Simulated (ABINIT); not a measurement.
Runs of ABINIT 10.8.3 (patched build) on SnTe. Symmetry: Fm-3m, No. 225, cubic system. Conventional cell: a = 6.302 Å, b = 6.302 Å, c = 6.302 Å, α = 90.00°, β = 90.00°, γ = 90.00°. Te (site symmetry m-3m) is surrounded by 6 Sn at 3.15 Å. Around Sn (site symmetry m-3m) lie 6 Te at 3.15 Å. 

```csv
task,level,potentials or basis,cell,cutoff (eV),fine-grid cutoff,pressure (GPa),V0 of scaled cells (Å³/atom),B0 (GPa)
single point,PBEsol,PseudoDojo NC SR PBEsol v0.4.1 standard,as given,1088,-,-0.3,-,-
single point,PBEsol,PseudoDojo NC SR PBEsol v0.4.1 standard,"atoms moved at random, drawn with an rms of 0.05 Å",1088,-,-0.2,-,-
equation of state,PBEsol,PseudoDojo NC SR PBEsol v0.4.1 standard,as given,1088,-,-,(b),47
equation of state,r2SCAN,JTH PAW PBE v2.0,as given,707,1306.15 eV,-,32.25,(a)
```

Alike in all rows: no spin polarisation; k mesh 7 × 7 × 7; smearing fermi-dirac 0.05 eV.

Fill in the values left out.

(a) 43; (b) 31.08.

Caveats: pressures at fixed basis lie under the slope of the energies (some runs); the PAW data sets were made with another functional, which shifts forces and pressure a little (some runs).
